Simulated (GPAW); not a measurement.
# SnO2 (R-3m) in GPAW: single point with PBE

Aim: the single point of SnO2 with PBE.

Program: GPAW 26.7.0. These are calculated values, not measurements. Logs are shortened: lines on timing, memory, paths and dates and some standing lists are left out, and cuts for length are marked. The log counts tension as positive stress, the text compression.

## 1. Starting point

It takes space group R-3m (No. 166, trigonal). The conventional cell has a = 3.234 Å, b = 3.234 Å, c = 14.402 Å, α = 90.00°, β = 90.00°, γ = 120.00°. Sn (site symmetry -3m) has 6 O at 2.13 Å as nearest neighbours. O (site symmetry 3m) has 3 Sn at 2.13 Å as nearest neighbours.

Measurements of this composition are mostly on another form, of space group No. 136.

## 2. Single point, PBE

The input, run.py:

```python
from ase import Atoms
from ase.dft.bandgap import bandgap
from ase.io import write
from ase.units import GPa
from gpaw import GPAW, PW

atoms = Atoms(['Sn', 'O', 'O'],
              cell=[[1.6170930752, 0.9336291223, 4.800592584],
                    [-1.6170930752, 0.9336291223, 4.800592584],
                    [0.0, -1.8672582446, 4.800592584]],
              scaled_positions=[[0.5, 0.5, 0.5],
                                [0.76283, 0.76283, 0.76283],
                                [0.23717, 0.23717, 0.23717]],
              pbc=True)

calc = GPAW(mode=PW(600),
            xc='PBE',
            kpts={'size': (8, 8, 8), 'gamma': True},
            occupations={'name': 'fermi-dirac', 'width': 0.05},
            nbands=24,
            maxiter=120,
            txt='gpaw.txt')
atoms.calc = calc
energy = atoms.get_potential_energy()
forces = atoms.get_forces()
stress = atoms.get_stress()
calc.write('gs.gpw')
write('result.traj', atoms)
print(f'Energy: {energy:.6f} eV')
print('Forces (eV/A):')
print(forces.round(4))
print('Stress (GPa):', (stress / GPa).round(3))
print('Fermi level:', round(calc.get_fermi_level(), 4), 'eV')
print(f'Gap: {bandgap(calc)[0]:.4f} eV, direct: {bandgap(calc, direct=True)[0]:.4f} eV')
```

Potentials or basis: GPAW PAW data sets (gpaw-data 1.2.1), pw.

On the command line:

```bash
$ OMP_NUM_THREADS=1 python run.py
```

gpaw.txt:

```text
__  _  _
 | _ |_)|_||  |
 |__||  | ||/\| - 26.7.0

Input parameters:
  mode=PW(ecut=600.0),
  kpts=MonkhorstPack(size=(8, 8, 8), gamma=True),
  maxiter=120,
  nbands=24,
  occupations=Occupations(name='fermi-dirac', width=0.05),
  xc=XC(name='PBE')

Diagonalizing LCAO Hamiltonian
Converting LCAO to pw mode

       O

       Sn

       O

Atoms  # Å, Bohr magnetons
|   | symbol |         x |         y |         z |    initial magnetic moments |
|---|--------|-----------|-----------|-----------|-----------------------------|
| 0 |     Sn |  0.000000 |  0.000000 |  7.200889 | ( 0.0000,  0.0000,  0.0000) |
| 1 |      O | -0.000000 |  0.000000 | 10.986108 | ( 0.0000,  0.0000,  0.0000) |
| 2 |      O | -0.000000 | -0.000000 |  3.415670 | ( 0.0000,  0.0000,  0.0000) |

Unit cell  # Å
| periodic |         x |         y |        z |  lengths |    angles |
|----------|-----------|-----------|----------|----------|-----------|
|      yes |  1.617093 |  0.933629 | 4.800593 | 5.150955 | 36.593718 |
|      yes | -1.617093 |  0.933629 | 4.800593 | 5.150955 | 36.593718 |
|      yes |  0.000000 | -1.867258 | 4.800593 | 5.150955 | 36.593718 |

Number of symmetries: 12
Symmetry operations  # r_c * U_cc + t_c -> r_c
|    | kind |            matrix            |
|----|------|------------------------------|
|  0 |  E   |  1, 0, 0,  0, 1, 0,  0, 0, 1 |
|  1 |  σ   |  1, 0, 0,  0, 0, 1,  0, 1, 0 |
|  2 |  σ   |  0, 1, 0,  1, 0, 0,  0, 0, 1 |
|  3 |  C3  |  0, 1, 0,  0, 0, 1,  1, 0, 0 |
|  4 |  C3  |  0, 0, 1,  1, 0, 0,  0, 1, 0 |
|  5 |  σ   |  0, 0, 1,  0, 1, 0,  1, 0, 0 |
|  6 |  C2  |  0, 0,-1,  0,-1, 0, -1, 0, 0 |
|  7 |  S6  |  0, 0,-1, -1, 0, 0,  0,-1, 0 |
|  8 |  S6  |  0,-1, 0,  0, 0,-1, -1, 0, 0 |
|  9 |  C2  |  0,-1, 0, -1, 0, 0,  0, 0,-1 |
| 10 |  C2  | -1, 0, 0,  0, 0,-1,  0,-1, 0 |
| 11 |  i   | -1, 0, 0,  0,-1, 0,  0, 0,-1 |

BZ-sampling:
  Number of BZ points: 512
  Number of IBZ points: 65

  Monkhorst-Pack size: [8, 8, 8]
  Monkhorst-Pack shift: [0.0625, 0.0625, 0.0625]

K-points  # in reciprocal-cell coordinates
|     |                                coordinates |     weight |
|-----|--------------------------------------------|------------|
|   0 | (  0.00000000,   0.00000000,   0.00000000) | 0.00195312 |
|   1 | (  0.12500000,   0.00000000,  -0.12500000) | 0.01171875 |
|   2 | (  0.12500000,   0.00000000,   0.00000000) | 0.01171875 |
|   3 | (  0.12500000,   0.12500000,  -0.12500000) | 0.01171875 |
|   4 | (  0.12500000,   0.12500000,   0.00000000) | 0.01171875 |
|   5 | (  0.12500000,   0.12500000,   0.12500000) | 0.00390625 |
|   6 | (  0.25000000,  -0.12500000,  -0.12500000) | 0.01171875 |
|   7 | (  0.25000000,   0.00000000,  -0.25000000) | 0.01171875 |
|   8 | (  0.25000000,   0.00000000,  -0.12500000) | 0.02343750 |
|   9 | (  0.25000000,   0.00000000,   0.00000000) | 0.01171875 |
| ... |                                            |            |
|  64 | (  0.50000000,   0.50000000,   0.50000000) | 0.00195312 |

Plane wave coefficients: 1468
Cutoff: 600.0 eV

Spin-components: 1 (collinear spins)
Bands:           24
Projectors:      16
Spin-degeneracy: 2
Datatype:        complex128

Parallelization:
  kpt:    1
  domain: 1
  band:   1

Density:
  Valence electrons: 26.0
  Components: 1
  Grid points: [30 30 30]
  Charge: 0.0  # |e|

Potential:
  Grid points: [30 30 30]

species:
  Sn:
    name:    Tin
    Z:       50.0
    valence: 14
    core:    36
    charge:  0.0  # [|e|]
    compensation charges:
      type: gauss
      rc: 0.38  # [Å]
      lmax: 2
    cutoffs:
      filter: 2.23  # [Å]
      core: 2.35  # [Å]
    projectors
    | kind |    occ | energy [eV] | rcut [Å] |
    |------|--------|-------------|----------|
    |   5s |  2.000 |     -10.538 |    1.201 |
    |   5p |  2.000 |      -3.696 |    1.270 |
    |   4d | 10.000 |     -25.845 |    1.185 |
    |    s |        |      16.674 |    1.201 |
    |    p |        |      23.515 |    1.270 |
    |    d |        |       1.367 |    1.185 |

    Using partial waves for Sn as LCAO basis

  O:
    name:    Oxygen
    Z:       8.0
    valence: 6
    core:    2
    charge:  0.0  # [|e|]
    compensation charges:
      type: gauss
      rc: 0.21  # [Å]
      lmax: 2
    cutoffs:
      filter: 1.17  # [Å]
      core: 0.83  # [Å]
    projectors
    | kind |    occ | energy [eV] | rcut [Å] |
    |------|--------|-------------|----------|
    |   2s |  2.000 |     -23.961 |    0.688 |
    |   2p |  4.000 |      -9.029 |    0.598 |
    |    s |        |       3.251 |    0.688 |
    |    p |        |      18.182 |    0.598 |
    |    d |        |       0.000 |    0.619 |

    Using partial waves for O as LCAO basis

Reference energy: -172092.397909  # eV

eigensolver:
  PPCG
  Converge bands: occupied
  niter=2

density mixing:
  MSR1-Mixer
  Pratt-step length: 0.05
  Maximum mixing coefficient: 0.75
  Old densities: 10
  SVD Regularization: 0.005
  Good broyden scale: 1.0
  Trust region scale: 1.0
  Backstep threshold: 4.0
  History deletion threshold: 6.0
  Fourier metric: weight=20.0, sigma=0.015

occupation numbers:
  Fermi-Dirac:
    width: 0.0500  # eV

poisson solver:
  ecut: 4800.0  # eV

xc functional:
  name: PBE with 2 nearest neighbor stencil

convergence criteria:
- Maximum [total energy] change in last 3 cyles: 0.0005 eV / valence electron
- Maximum integral of absolute [dens]ity change: 0.0001 electrons / valence electron
- Maximum integral of absolute [eigenst]ate change: 4e-08 eV^2 / valence electron
maximum number of iterations: 120

SCF iterations
|iter     | |      energy | eigst |  dens |
|---------|-|-------------|-------|-------|
|iter:   1| |  -21.557588 | +0.11 |       |
|iter:   2| |  -20.784626 | -1.72 | -0.89 |
|iter:   3| |  -18.818746 | -0.84 | -0.94 |
|iter:   4| |  -18.812921 | -3.17 | -1.51 |
|iter:   5| |  -18.815344c| -3.24 | -1.78 |
|iter:   6| |  -18.815518c| -4.95 | -2.89 |
|iter:   7| |  -18.815563c| -5.57 | -3.28 |
|iter:   8| |  -18.815564c| -7.36 | -4.37c|
|iter:   9| |  -18.815564c| -7.50c| -4.84c|

Converged in 9 steps
Energy contributions relative to reference atoms: (reference = -172092.397909)

Energy contributions:
  Kinetic:          27.886906
  Coulomb:         -25.539883
  Zero:              0.045510
  External:          0.000000
  Xc:              -21.208097
  Entropy:          -0.000000
  Spinorbit:         0.000000
  ----------------------------
  Free energy:     -18.815564
  Extrapolated:    -18.815564

dipole moment: (0.000000, 0.000000, 0.000012)  # |e|*Ang

Fermi level: 4.299
Eigenvalues  # (at kpt = [0.000, 0.000, 0.000])
| band index |      eig [eV] | occ [0-2] |
|------------|---------------|-----------|
|          0 |       -16.744 |     2.000 |
|        ... |               |           |
|          5 |       -14.642 |     2.000 |
|          6 |       -12.859 |     2.000 |
|          7 |        -0.640 |     2.000 |
|          8 |         1.994 |     2.000 |
|          9 |         1.994 |     2.000 |
|         10 |         2.376 |     2.000 |
[... 8 lines left out ...]
|         19 |        20.340 |     0.000 |
|         20 |        20.628 |     0.000 |
|        ... |               |           |
|         23 |        27.091 |     0.000 |

Gap: 1.958 eV
Transition (v -> c):
  (s=0, k=11, n=12, [0.25, 0.12, -0.12]) -> (s=0, k=0, n=13, [0.00, 0.00, 0.00])
Direct/indirect transitions are different
Direct gap: 2.068 eV
Transition at: (s=0, k=0, n=12, [0.00, 0.00, 0.00])

Forces  # eV/Ang
|        x |        y |        z |
|----------|----------|----------|
| -0.00000 |  0.00000 |  0.00000 |  # Sn   0
|  0.00000 |  0.00000 |  0.20823 |  # O    1
|  0.00000 | -0.00000 | -0.20823 |  # O    2

Stress tensor  # eV/Ang^3
|         x |         y |        z |
|-----------|-----------|----------|
|  0.036112 | -0.000000 | 0.000000 |
| -0.000000 |  0.036112 | 0.000000 |
|  0.000000 |  0.000000 | 0.035640 |

# Writing to gs.gpw (mode='')
```

It took 85 s on 1 thread of Arm Neoverse V1, shared host; peak memory 0.21 GiB.

What came out:

```yaml
Free_energy: -18.8156 eV
Pressure: -5.8 GPa
Largest_force: 0.208 eV/Å
Band_gap_on_the_k_mesh: 1.96 eV, indirect (least direct gap 2.07 eV)
```

Forces in eV/Å, atoms in the order of the input:
```
Sn   0.000  0.000  0.000
O    0.000  0.000  0.208
O    0.000  0.000 -0.208
```

Caveat: the cutoff is short for stress and forces, so pressures can be off by a GPa or more; spin-orbit coupling is left out, which moves the levels of the heavy elements; the program warned that so skewed a cell can give wrong results.
